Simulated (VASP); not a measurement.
# CoO in VASP: a series of runs, part 2 of 2

VASP 6.6.1.

## (3) Single point, PBE, collinear spin, ferromagnetic start

INCAR reads:

```
PREC = Accurate
ENCUT = 700
EDIFF = 1E-6
ISMEAR = 0
SIGMA = 0.05
LREAL = F
LASPH = T
NELM = 100
ALGO = Normal
ISIF = 2
LWAVE = F
LCHARG = F
ISPIN = 2
MAGMOM = 2 2 0 0
LORBIT = 11
LMAXMIX = 4
GGA = PE
NBANDS = 27
ADDGRID = F
```

KPOINTS reads:

```
Automatic mesh
0
Gamma
  3 3 2
```

POSCAR reads:

```
CoO
1.0
    3.1976457435      0.0000000000      0.0000000000
   -1.5988228718      2.7692424462      0.0000000000
    0.0000000000      0.0000000000      5.2287097100
Co O
2 2
Direct
    0.3365030000      0.6381030000      0.5003980000
    0.0481210000      0.0161470000     -0.0014250000
    0.3062570000      0.6452830000      0.8672390000
    0.0541720000      0.0112240000      0.3867870000
```

Potentials or basis: VASP PAW PBE potentials, release 64 (Co, O).

Command:

```bash
$ cat potpaw_PBE.64/Co/POTCAR potpaw_PBE.64/O/POTCAR > POTCAR
$ mpirun -np 1 vasp_std > vasp.out
```

OUTCAR:

```text
PREC = Accurate
   ENCUT = 700
   EDIFF = 1E-6
   ISMEAR = 0
   LREAL = F
   LASPH = T
   NELM = 100
   ISIF = 2
   ISPIN = 2
   LORBIT = 11
   GGA = PE

 Found     10 irreducible k-points:

 Following reciprocal coordinates:
            Coordinates               Weight
  0.000000  0.000000  0.000000      1.000000
  0.333333  0.000000  0.000000      2.000000
  0.000000  0.333333  0.000000      2.000000
 -0.333333  0.333333  0.000000      2.000000
  0.333333  0.333333  0.000000      2.000000
  0.000000  0.000000  0.500000      1.000000
   k-points           NKPTS =     10   k-points in BZ     NKDIM =     10   number of bands    NBANDS=     27
   number of dos      NEDOS =    301   number of ions     NIONS =      4
   total plane-waves  NPLWV =  37632
   dimension x,y,z NGX =    28 NGY =   28 NGZ =   48
   dimension x,y,z NGXF=    56 NGYF=   56 NGZF=   96
   ions per type =               2   2
   NGX,Y,Z   is equivalent  to a cutoff of  14.56, 14.56, 15.26 a.u.
   NGXF,Y,Z  is equivalent  to a cutoff of  29.11, 29.11, 30.52 a.u.
 SYSTEM =  unknown system
   PREC   = accura    normal or accurate (medium, high low for compatibility)
   ISTART =      0    job   : 0-new  1-cont  2-samecut
   ICHARG =      2    charge: 1-file 2-atom 10-const
   ISPIN  =      2    spin polarized calculation?
   LNONCOLLINEAR =      F non collinear calculations
   LSORBIT =      F    spin-orbit coupling
   LASPH  =      T    aspherical Exc in radial PAW
   ENCUT  =  700.0 eV  51.45 Ry    7.17 a.u.   6.90  6.90 11.28*2*pi/ulx,y,z
   NELM   =    100;   NELMIN=  2; NELMDL= -5     # of ELM steps
   EDIFF  = 0.1E-05   stopping-criterion for ELM
   LREAL  =      F    real-space projection
   EDIFFG = 0.1E-04   stopping-criterion for IOM
   NSW    =      0    number of steps for IOM
   IBRION =     -1    ionic relax: 0-MD 1-quasi-New 2-CG
   NFREE  =      0    steps in history (QN), initial steepest desc. (CG)
   ISIF   =      2    stress and relaxation
   ISYM   =      2    0-nonsym 1-usesym 2-fastsym
   POTIM  = 0.5000    time-step for ionic-motion
   TEBEG  =    0.0;   TEEND  =   0.0 temperature during run
   PSTRESS=    0.0 pullay stress
   NELECT =      30.0000    total number of electrons
   NUPDOWN=      -1.0000    fix difference up-down
   EMIN   =  10.00;   EMAX   =-10.00  energy-range for DOS
   EFERMI =   0.00;   METHOD = LEGACY
   ISMEAR =     0;   SIGMA  =   0.05  broadening in eV -4-tet -1-fermi 0-gaus
   EFERMI_NEDOS =   21; number of points for ismear=-14 and -15
   IALGO  =     38    algorithm
   IMIX   =      4    mixing-type and parameters
     AMIX     =   0.40;   BMIX     =  1.00
     AMIX_MAG =   1.60;   BMIX_MAG =  1.00
  volume/ion in A,a.u.               =      11.58        78.11
  Fermi-wavevector in a.u.,A,eV,Ry     =   1.416620  2.677023 27.304329  2.006812
  Thomas-Fermi vector in A             =   2.537935
   LORBIT       =     11    0 simple, 1 ext, 2 COOP (PROOUT), +10 PAW based schemes
   GGA     = PE    functional components
   LHFCALC =     F    Hartree Fock is set to
   AEXX    =    0.0000 exact exchange contribution
   IVDW    =     0    specifies the selected vdW correction
   LEPSILON=     F    determine dielectric tensor
   LRPA    =     F    only Hartree local field effects (RPA)
 spin polarized calculation
 Gauss-broadening in eV      SIGMA  =   0.05
  energy-cutoff  :      700.00
  volume of cell :       46.30
 maximum number of plane-waves:      1965
   NGX = 13   NGY = 13   NGZ = 23

 number of electron      30.0000004 magnetization       5.7645578

 Free energy of the ion-electron system (eV)
  ---------------------------------------------------
  ext. energy  EPLUGINS =         0.00000000
  ---------------------------------------------------
  free energy    TOTEN  =       -26.48795201 eV

  energy without entropy =      -26.48530051  energy(sigma->0) =      -26.48662626

 E-fermi :   5.9798     XC(G=0): -11.1222

 val. band max:        5.9305273313   @ k =   0.3333   0.0000   0.0000
 cond. band min:       6.0205955088   @ k =   0.0000   0.0000   0.0000
 fundamental gap:      0.0900681775
 Fermi energy:         5.9797961805

 spin component 1

 k-point     1 :       0.0000    0.0000    0.0000
  band No.  band energies     occupation
      1     -14.1024      1.00000
      2     -13.4827      1.00000
      3      -1.1001      1.00000
      4      -0.4865      1.00000
      5      -0.2859      1.00000
      6      -0.0996      1.00000
[... 19 lines left out ...]
     26      21.6087      0.00000
     27      22.1625      0.00000

 k-point     2 :       0.3333    0.0000    0.0000
  band No.  band energies     occupation
      1     -13.7116      1.00000
      2     -13.3116      1.00000
      3      -0.9579      1.00000
      4      -0.5520      1.00000
      5      -0.3313      1.00000
      6      -0.1422      1.00000
[... 19 lines left out ...]
     26      20.4451      0.00000
     27      22.0994      0.00000

 k-point     3 :       0.0000    0.3333    0.0000
  band No.  band energies     occupation
      1     -13.6502      1.00000
      2     -13.3202      1.00000
      3      -1.0074      1.00000
      4      -0.5019      1.00000
      5      -0.1991      1.00000
      6       0.2507      1.00000
[... 54 lines left out ...]
      1     -13.3844      1.00000
      2     -13.3035      1.00000
      3      -0.5714      1.00000
      4      -0.2870      1.00000
      5      -0.1368      1.00000
      6       0.0512      1.00000
[... 19 lines left out ...]
     26      20.1325      0.00000
     27      21.0390      0.00000

 k-point     6 :       0.0000    0.0000    0.5000
  band No.  band energies     occupation
      1     -13.8467      1.00000
      2     -13.7444      1.00000
      3      -0.9918      1.00000
      4      -0.7652      1.00000
      5      -0.3791      1.00000
      6      -0.2376      1.00000
[... 19 lines left out ...]
     26      20.3068      0.00000
     27      23.9365      0.00000

 [... further k-points ...]

 spin component 2

 k-point     1 :       0.0000    0.0000    0.0000
  band No.  band energies     occupation
      1     -13.5242      1.00000
      2     -12.8674      1.00000
      3      -0.5462      1.00000
      4       0.7332      1.00000
      5       0.9500      1.00000
      6       0.9899      1.00000
[... 19 lines left out ...]
     26      22.0882      0.00000
     27      23.0968      0.00000

 k-point     2 :       0.3333    0.0000    0.0000
  band No.  band energies     occupation
      1     -13.1106      1.00000
      2     -12.6855      1.00000
      3      -0.2059      1.00000
      4       0.2373      1.00000
      5       0.5538      1.00000
      6       0.8078      1.00000
[... 19 lines left out ...]
     26      21.0931      0.00000
     27      22.7714      0.00000

 k-point     3 :       0.0000    0.3333    0.0000
  band No.  band energies     occupation
      1     -13.0481      1.00000
      2     -12.6965      1.00000
      3      -0.1993      1.00000
      4       0.1742      1.00000
      5       0.4373      1.00000
      6       1.2981      1.00000
[... 54 lines left out ...]
      1     -12.7628      1.00000
      2     -12.6798      1.00000
      3       0.2481      1.00000
      4       0.3049      1.00000
      5       0.5303      1.00000
      6       0.8471      1.00000
[... 19 lines left out ...]
     26      20.8109      0.00000
     27      21.8606      0.00000

 k-point     6 :       0.0000    0.0000    0.5000
  band No.  band energies     occupation
      1     -13.2550      1.00000
      2     -13.1471      1.00000
      3      -0.0762      1.00000
      4       0.1276      1.00000
      5       0.7886      1.00000
      6       0.9045      1.00000
[... 19 lines left out ...]
     26      20.8632      0.00000
     27      24.4343      0.00000

 [... further k-points ...]

------------------------ aborting loop because EDIFF is reached ----------------------------------------

  FORCE on cell =-STRESS in cart. coord.  units (eV):
  Direction    XX          YY          ZZ          XY          YZ          ZX
  --------------------------------------------------------------------------------------
  -------------------------------------------------------------------------------------
  Total       -0.6726668      1.9532783      0.4936096     -1.5276849      0.3555511     -0.2143552
  in kB      -23.2768787     67.5909957     17.0808028    -52.8638162     12.3034464     -7.4175205
  external PRESSURE =      20.4649733 kB  Pullay stress =       0.0000000 kB

 VOLUME and BASIS-vectors are now :
 -----------------------------------------------------------------------------
  energy-cutoff  :      700.00
  volume of cell :       46.30
      direct lattice vectors                 reciprocal lattice vectors
     3.197645743  0.000000000  0.000000000     0.312730077  0.180554794  0.000000000
    -1.598822872  2.769242446  0.000000000     0.000000000  0.361109588  0.000000000
     0.000000000  0.000000000  5.228709710     0.000000000  0.000000000  0.191251773

 POSITION                                       TOTAL-FORCE (eV/Angst)
 -----------------------------------------------------------------------------------
      0.05580      1.76706      2.61644         0.564702      1.013117      0.120107
      0.12806      0.04471      5.22126        -0.839507     -0.472562      0.647825
     -0.05239      1.78695      4.53454         0.888935      0.514843      0.218452
      0.15528      0.03108      2.02240        -0.614130     -1.055398     -0.986384
 -----------------------------------------------------------------------------------
    total drift:                                0.000366      0.000287      0.000584

  FREE ENERGIE OF THE ION-ELECTRON SYSTEM (eV)
  ---------------------------------------------------
  free  energy   TOTEN  =       -26.4879520066 eV

  energy  without entropy=      -26.4853005052  energy(sigma->0) =      -26.48662626

 total charge

# of ion       s       p       d       tot
------------------------------------------
    1        0.365   0.474   7.216   8.055
    2        0.344   0.420   7.207   7.971
    3        1.548   3.454   0.000   5.002
    4        1.548   3.450   0.000   4.998
--------------------------------------------------
tot          3.805   7.798  14.423  26.026

 magnetization (x)

# of ion       s       p       d       tot
------------------------------------------
    1        0.018   0.063   2.384   2.464
    2        0.021   0.054   2.366   2.441
    3        0.021   0.312   0.000   0.333
    4        0.021   0.303   0.000   0.324
--------------------------------------------------
tot          0.081   0.732   4.750   5.562
```

Run time: 24 s. Hardware: 1 thread of Intel Xeon 6975P-C (Granite Rapids), shared host; peak memory 0.22 GiB.

The run converged, but some of its settings lie outside the range that counts as converged, so its numbers aren't taken as properties of the crystal.

What came out:

| Item | Value |
| --- | --- |
| Free energy | -26.4880 eV |
| Pressure | 2.0 GPa |
| Largest force | 1.570 eV/Å |
| Band gap on the k mesh | none (metal or under the smearing width) |
| Net moment | 5.76 μB per cell |
| Site moments | Co +2.46, +2.44; O +0.33, +0.32 μB |
| Valence electrons inside the program's atomic spheres | Co 8.05, 7.97; O 5.00 |

Caveat: the k mesh is coarse (spacing up to 0.76 Å⁻¹), so the values aren't converged; semilocal functionals often make such compounds metallic where correlation or magnetic order opens a gap, which also shifts bond lengths.
